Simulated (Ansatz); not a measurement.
**LiCl: stable or not**

The cell was found from a structure generator's guess, not taken from experiment.

Level of theory: Ansatz 0.2.0, DFT PBE, scalar-relativistic, plane waves, PAW. Cutoff 420 eV, Γ-centred 4×4×6 mesh (8-atom cell), Gaussian smearing of 0.02 eV, no spin polarisation.

```cif
data_structure
_symmetry_space_group_name_H-M 'P 1'
_symmetry_Int_Tables_number 1
_cell_length_a 6.6531
_cell_length_b 6.6531
_cell_length_c 3.9498
_cell_angle_alpha 90.000
_cell_angle_beta 90.000
_cell_angle_gamma 90.000
_cell_volume 174.84
loop_
_atom_site_label
_atom_site_type_symbol
_atom_site_fract_x
_atom_site_fract_y
_atom_site_fract_z
_atom_site_occupancy
Li1 Li 0.67090 0.67090 0.00000 1
Li2 Li 0.82910 0.17090 0.50000 1
Li3 Li 0.32910 0.32910 0.00000 1
Li4 Li 0.17090 0.82910 0.50000 1
Cl1 Cl 0.80979 0.80979 0.50000 1
Cl2 Cl 0.69021 0.30979 0.00000 1
Cl3 Cl 0.19021 0.19021 0.50000 1
Cl4 Cl 0.30979 0.69021 0.00000 1
```

The zero of energy is the elements' standard structures at the same level (Cl₂ as a molecule); no fitted shifts are applied.

Question: These tests were run: energy against the elements; random kick, then relaxation without symmetry; phonons on a 1×1×2 q mesh; elastic tensor. What do they show?

Answer:

| test | result |
| --- | --- |
| energy against the elements | −1.871 eV/atom |
| random kick, then relaxation without symmetry | returns |
| phonons on a 1×1×2 q mesh | no imaginary mode on the mesh |
| elastic tensor | least eigenvalue 5 GPa |

It fails none of these tests. Other phases of the system weren't compared here, so this isn't yet thermodynamic stability.

The kick test ran on a coarse mesh. The run for the phonons used a 4×4×6 k mesh. The run for the elastic tensor used a 4×4×6 k mesh.
